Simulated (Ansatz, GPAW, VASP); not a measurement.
**One calculation of Sn, 3 ways**

```
CELL_PARAMETERS angstrom
-1.89465 1.89465 1.89465
1.89465 -1.89465 1.89465
1.89465 1.89465 -1.89465
ATOMIC_POSITIONS crystal
Sn 0.00000 0.00000 0.00000
```

This isn't the form of Sn at room conditions, which is tetragonal (white tin).

Alike in all runs: task single point; functional LDA; k mesh 10 × 10 × 10; occupations gaussian, width 0.02 eV; no spin polarisation; no spin-orbit coupling. LDA stands for any of its common fits. Pressure is positive in compression and, in plane waves, holds the error of the finite cutoff.

| program and potentials | plane-wave cutoff (eV) | notes | band gap (eV) | pressure (GPa) |
| --- | --- | --- | --- | --- |
| GPAW, the program's PAW data sets (release 1.2.1) made for this functional | 600 | 14 valence electrons an atom on average | no gap | -3.58 |
| VASP, LDA PAW files Sn, 500 eV | 500 | 4 valence electrons an atom on average | no gap | -3.46 |
| Ansatz, all-electron LAPW, scalar-relativistic | - | - | no gap | -3.35 |

None finds a gap. The pressure spans -3.58 (GPAW, the program's PAW data sets (release 1.2.1) made for this functional) to -3.35 GPa (Ansatz, all-electron LAPW, scalar-relativistic), with all-electron results at -3.35.

Differences between rows come from potentials, basis sets and numerical settings, since the functional is the same but for its coding. Runs on potential files found faulty are left out.
